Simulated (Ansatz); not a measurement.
Response of Ga to small distortions

```
CELL_PARAMETERS angstrom
-1.40400 1.40400 2.22900
1.40400 -1.40400 2.22900
1.40400 1.40400 -2.22900
ATOMIC_POSITIONS crystal
Ga 0.00000 0.00000 0.00000
```

The cell is COD entry 9012723, as deposited and not checked against the literature; nothing was relaxed.

Computed with DFT, LDA, all-electron LAPW, scalar-relativistic (Ansatz 0.2.0).

Settings: a Γ-centred 14×14×16 k mesh, Fermi–Dirac smearing of 0.05 eV, basis error target 0.25 meV/atom, no spin polarisation; this mesh doesn't keep the crystal's whole symmetry, which leaves small spurious terms.

The unchanged cell is at -1.64 GPa.

In a metal, stresses and small energies carry noise from the k mesh.

x, y and z are the Cartesian axes of the cell as listed; fractional coordinates follow a strain, and an engineering shear is twice the off-diagonal strain component.

(1) One change gave: energy change under 1 meV/atom; stress change (xx, yy, zz, yz, xz, xy) 0.18, 0.18, -0.21, -0.50, -0.50, -0.12 GPa, compression positive. Which change was it?
A. equal xy, yz and zx engineering shear strains of +1 %
B. equal xy, yz and zx engineering shear strains of -1 %
C. equal xy, yz and zx engineering shear strains of +3 %
D. equal xy, yz and zx engineering shear strains of +2 %
E. equal xy, yz and zx engineering shear strains of -2 %
F. equal xy, yz and zx engineering shear strains of -3 %

Results:

(1) C. For equal xy, yz and zx engineering shear strains of -3 %: energy change under 1 meV/atom; stress change (xx, yy, zz, yz, xz, xy) 0.25, 0.25, -0.14, -0.05, -0.05, 0.35 GPa, compression positive. For equal xy, yz and zx engineering shear strains of -1 %: energy change under 1 meV/atom; stress change (xx, yy, zz, yz, xz, xy) 0.05, 0.05, -0.01, -0.12, -0.12, 0.08 GPa, compression positive. For equal xy, yz and zx engineering shear strains of +2 %: energy change under 1 meV/atom; stress change (xx, yy, zz, yz, xz, xy) 0.13, 0.13, -0.20, -0.21, -0.21, -0.07 GPa, compression positive. For equal xy, yz and zx engineering shear strains of -2 %: energy change under 1 meV/atom; stress change (xx, yy, zz, yz, xz, xy) 0.18, 0.18, -0.10, 0.02, 0.02, 0.33 GPa, compression positive. For equal xy, yz and zx engineering shear strains of +1 %: energy change under 1 meV/atom; stress change (xx, yy, zz, yz, xz, xy) 0.04, 0.04, -0.08, 0.07, 0.07, -0.06 GPa, compression positive.
